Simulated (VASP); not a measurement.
A calculation with VASP 6.6.1 of K (native input, structure from a POSCAR):

The input INCAR:

```
SYSTEM = K
PREC = Accurate
ENCUT = 500
EDIFF = 1E-7
ISMEAR = 0
SIGMA = 0.02
LREAL = .False.
LASPH = .True.
NELM = 100
ALGO = Normal
ISIF = 2
LWAVE = .False.
LCHARG = .True.
GGA = RP
LELF = .True.
LVHAR = .True.
NBANDS = 10
```

Contents of KPOINTS:

```
Automatic mesh
0
Gamma
  6 6 6
  0 0 0
```

File POSCAR:

```
K
1.0
    4.3104394900      0.0000000000      0.0000000000
    0.0000000000      4.3104394900      0.0000000000
    0.0000000000      0.0000000000      4.3104394900
K
1
Direct
    0.0000000000      0.0000000000      0.0000000000
```

Potentials or basis: VASP PAW PBE potentials, release 64 (K_pv).

Command:

```sh
$ cat potpaw_PBE.64/K_pv/POTCAR > POTCAR
$ mpirun -np 1 vasp_std > vasp.out
```

This isn't the form of K at room conditions, which is bcc.

**Question.** Write the same calculation in another form: ASE script, Cartesian positions.

**Answer.** As run:

Contents of run.py:

```python
from ase.calculators.vasp import Vasp
from ase.dft.bandgap import bandgap
from ase.io import read

atoms = read('K.xyz')
calc = Vasp(
    directory='calc',
    xc='rpbe',
    pp='PBE',
    setups='minimal',
    prec='Accurate',
    encut=500,
    ediff=1e-06,
    ismear=0,
    sigma=0.02,
    lreal=False,
    lasph=True,
    nelm=60,
    algo='Normal',
    isif=2,
    lwave=False,
    lcharg=False,
    kpts=[6, 6, 6],
    gamma=True,
    nbands=10,
)
atoms.calc = calc

print('energy (eV):', atoms.get_potential_energy())
print('free energy (eV):', atoms.get_potential_energy(force_consistent=True))
print('forces (eV/A):')
print(atoms.get_forces())
print('stress (eV/A^3, Voigt):', atoms.get_stress())
print('Fermi level (eV):', calc.get_fermi_level())
gap, top, bottom = bandgap(calc)
print('band gap (eV):', gap, 'from (spin, k, band)', top, 'to', bottom)
```

File K.xyz:

```xyz
1
Lattice="4.3104394900 0.0000000000 0.0000000000 0.0000000000 4.3104394900 0.0000000000 0.0000000000 0.0000000000 4.3104394900" Properties=species:S:1:pos:R:3 pbc="T T T"
K      0.0000000000      0.0000000000      0.0000000000
```

Potentials or basis: VASP PAW PBE potentials, release 64 (K_pv).

The run is started by

```bash
$ python run.py
```

Both were run:

|  | native input, structure from a POSCAR | ASE script, Cartesian positions |
| --- | --- | --- |
| Pressure | 0.2 GPa | 0.2 GPa |
| Band gap on the k mesh | none (metal or under the smearing width) | none (metal or under the smearing width) |

Keys that steer only the numerical path or the files written may differ.

Caveat: the PAW data sets were made with another functional, which shifts forces and pressure a little.
